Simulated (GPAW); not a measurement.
Here is a GPAW 26.7.0 calculation.

run.py

```python
from ase.eos import EquationOfState
from ase.io import Trajectory, read
from ase.units import GPa
from gpaw import GPAW, PW, setup_paths

setup_paths.insert(0, '.')

atoms = read('MoS2.cif')

traj = Trajectory('eos.traj', 'w')
volumes, energies = [], []
for x in [0.94, 0.96, 0.98, 1.0, 1.02, 1.04, 1.06]:
    a = atoms.copy()
    a.set_cell(atoms.cell * x**(1 / 3), scale_atoms=True)
    calc = GPAW(mode=PW(600),
                xc='PBE',
                kpts={'size': (6, 6, 2), 'gamma': True},
                occupations={'name': 'fermi-dirac', 'width': 0.05},
                nbands=46,
                convergence={'density': 1e-05, 'energy': 1e-05},
                maxiter=150,
                txt=f'eos-{x:.2f}.txt')
    a.calc = calc
    energies.append(a.get_potential_energy(force_consistent=True))
    volumes.append(a.get_volume())
    p = -a.get_stress()[:3].mean() / GPa
    calc.write(f'eos-{x:.2f}.gpw')
    traj.write(a)
    print(f'{x:.2f} {volumes[-1]:10.4f} A^3 {energies[-1]:14.6f} eV {p:9.3f} GPa', flush=True)

v0, e0, B = EquationOfState(volumes, energies, eos='birchmurnaghan').fit()
print(f'V0 = {v0:.4f} A^3, E0 = {e0:.6f} eV, B0 = {B / GPa:.2f} GPa')
```

MoS2.cif

```cif
data_MoS2
_cell_length_a 3.16900000
_cell_length_b 3.16900000
_cell_length_c 12.32400000
_cell_angle_alpha 90.00000000
_cell_angle_beta 90.00000000
_cell_angle_gamma 120.00000000
_space_group_name_H-M_alt 'P6_3/mmc'
_space_group_name_Hall '-P 6c 2c'
_space_group_IT_number 194
loop_
_space_group_symop_operation_xyz
'x,y,z'
'-x,-y,-z'
'x-y,x,z+1/2'
'-x+y,-x,-z+1/2'
'-y,x-y,z'
'y,-x+y,-z'
'-x,-y,z+1/2'
'x,y,-z+1/2'
'-x+y,-x,z'
'x-y,x,-z'
'y,-x+y,z+1/2'
'-y,x-y,-z+1/2'
'-y,-x,-z+1/2'
'y,x,z+1/2'
'-x,-x+y,-z'
'x,x-y,z'
'-x+y,y,-z+1/2'
'x-y,-y,z+1/2'
'y,x,-z'
'-y,-x,z'
'x,x-y,-z+1/2'
'-x,-x+y,z+1/2'
'x-y,-y,-z'
'-x+y,y,z'
loop_
_atom_site_label
_atom_site_type_symbol
_atom_site_symmetry_multiplicity
_atom_site_Wyckoff_symbol
_atom_site_fract_x
_atom_site_fract_y
_atom_site_fract_z
_atom_site_occupancy
Mo1 Mo 2 c 0.6666666667 0.3333333333 0.7500000000 1
S1 S 4 f 0.6666666667 0.3333333333 0.3770000000 1
```

Potentials or basis: PAW data sets generated in the run's folder for this functional, pw.

Launch:

```console
$ gpaw-setup -f PBE Mo S
$ OMP_NUM_THREADS=1 python run.py
```

Q: Predict the bulk modulus at fixed shape and positions.

A: 142 GPa.

Q: Predict the pressure derivative of the bulk modulus.

A: 4.4.

Q: Predict the equilibrium volume.

A: 18.11 Å³/atom.

Energy against volume, from the lowest point:
```tsv
volume (Å³/atom)	energy (meV/atom)
16.792	48.78
17.149	24.88
17.507	9.31
17.864	1.28
18.221	0.00
18.578	4.79
18.936	15.03
```

Caveat: the k mesh is coarse (spacing up to 0.38 Å⁻¹), so the values aren't converged; the cell was scaled at fixed shape and fractional positions, which overstates the stiffness of a crystal with free parameters, most of all of layers and chains; this functional lacks dispersion, which binds the layers, so the pressure and a relaxed spacing across them are unreliable.
